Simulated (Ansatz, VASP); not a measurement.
BN: VASP beside Ansatz

```xyz
4
Lattice="0.0000 -1.8124 -1.8124 -1.8124 0.0000 -1.8124 1.8124 1.8124 -3.6248" Properties=species:S:1:pos:R:3 pbc="T T T"
B    -0.0223   -0.0443   -0.0666
B     0.0223    0.0443   -3.5582
N     0.8834    0.8609   -4.5992
N    -0.8834   -0.8609   -4.4628
```

Change from the starting cell: mode 4 frozen in at -0.051 Å and mode 5 at -0.068 Å (largest displacements).

Alike in both runs: task single point; functional PBE; k mesh 6 × 6 × 6; occupations gaussian, width 0.05 eV; no spin polarisation.

```csv
,VASP,Ansatz
version,VASP 6.6.1,Ansatz 0.2.0
potentials or method,"VASP PAW PBE potentials, release 64 (B, N)","scalar-relativistic, plane waves, PAW"
plane-wave cutoff (eV),520,520
valence electrons in the cell,16,16
```

|  | VASP | Ansatz | Ansatz less VASP |
| --- | --- | --- | --- |
| gap on the k mesh at the Fermi level (eV) | 4.31 | 4.33 | +0.010 |
| least direct gap on the mesh (eV) | 6.27 | 6.28 | +0.013 |
| pressure (GPa) | 0.0 | -0.2 | -0.20 |
| largest component of the traceless stress (GPa) | 1.53 | 1.53 | +0.001 |
| rms of the force components (eV/Å) | 0.521 | 0.521 | +0.0003 |

Atom by atom the forces differ by 0.001 eV/Å (rms over components). The functional is the same, so the differences come from potentials, cutoffs and numerics.

Caveats: the k mesh is coarse (spacing up to 0.48 Å⁻¹), so the values aren't converged; forces of over 1 eV/Å show positions far from the minimum, so gaps and moduli don't describe the material at rest. A k mesh can miss the band edges.
